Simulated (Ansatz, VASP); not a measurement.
**NbH: VASP beside Ansatz**

The input INCAR:

```
SYSTEM = NbH
PREC = Accurate
ENCUT = 520
EDIFF = 1E-6
ISMEAR = 0
SIGMA = 0.15
LREAL = .FALSE.
LASPH = .TRUE.
NELM = 100
ALGO = Fast
ISIF = 2
LWAVE = .FALSE.
LCHARG = .FALSE.
GGA = PS
NBANDS = 14
```

Contents of KPOINTS:

```
Automatic mesh
0
G
  22 22 22
  0 0 0
```

The input POSCAR:

```
NbH
1.0
   -1.6964191735      1.6964191735      1.7805472450
    1.6964191735     -1.6964191735      1.7805472450
    1.6964191735      1.6964191735     -1.7805472450
Nb H
1 1
Direct
    0.0000000000      0.0000000000      0.0000000000
    0.5000000000      0.5000000000      0.0000000000
```

Input for Ansatz:

```yaml
crystal:
  lattice:
    - [-1.6964191735, 1.6964191735, 1.780547245]
    - [1.6964191735, -1.6964191735, 1.780547245]
    - [1.6964191735, 1.6964191735, -1.780547245]
  atoms:
    - { symbol: Nb, position: [0.0, 0.0, 0.0] }
    - { symbol: H, position: [0.5, 0.5, 0.0] }
basis:
  ecutwfc: 420
kpoints:
  mp_grid: { grid: [22, 22, 22] }
hamiltonian:
  xc: pbesol
scf:
  occupations: { method: gaussian, width: 0.15 }
output:
  forces: true
  stress: true
  eigenvalues: true
```

Alike in both runs: task single point; functional PBEsol; k mesh 22 × 22 × 22; occupations gaussian, width 0.15 eV; no spin polarisation.

```csv
,VASP,Ansatz
version,VASP 6.6.1,Ansatz 0.2.0
potentials or method,"VASP PAW PBE potentials, release 64 (Nb_sv, H)","scalar-relativistic, plane waves, PAW"
plane-wave cutoff (eV),520,420
valence electrons in the cell,14,14
```

|  | VASP | Ansatz | Ansatz less VASP |
| --- | --- | --- | --- |
| gap on the k mesh at the Fermi level (eV) | none | none | - |
| pressure (GPa) | -2.0 | -1.5 | +0.43 |
| largest component of the traceless stress (GPa) | 26.28 | 26.33 | +0.051 |

A gap of «none» marks a metal or a gap that the smearing closes. With one functional, cell and mesh, what is left measures potentials, basis and numerics.

Caveats: the PAW data sets were made with another functional, which shifts forces and pressure a little (VASP).
